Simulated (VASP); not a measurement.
Input of a VASP 6.6.1 run:

Contents of INCAR:

```
  PREC = Accurate
  ENCUT = 520
  EDIFF = 1E-7
  ISMEAR = -1
  SIGMA = 0.1
  LREAL = F
  LASPH = T
  NELM = 80
  ALGO = Fast
  ISIF = 2
  LWAVE = F
  LCHARG = F
  GGA = CA
  NBANDS = 24
```

The input KPOINTS:

```
regular mesh
0
Gamma
  10 10 13
```

Contents of POSCAR:

```
Sc
1.0
    4.9708904420      0.0000000000      0.0000000000
   -2.4854452210      4.3049174022      0.0000000000
    0.0000000000      0.0000000000      3.1346084859
Sc
3
Direct
    0.0000000000      1.0000000000      0.0000000000
    0.3333333333      0.6666666667      0.5000000000
    0.6666666667      0.3333333333      0.5000000000
```

Potentials or basis: VASP PAW LDA potentials, release 64 (Sc_sv).

The run is started by

```console
$ cat potpaw_LDA.64/Sc_sv/POTCAR > POTCAR
$ mpirun -np 1 vasp_std > vasp.out
```

Q: Predict the band gap on the k mesh.

A: None (metal or under the smearing width).

Q: What does it give for the pressure?

A: 0.1 GPa.
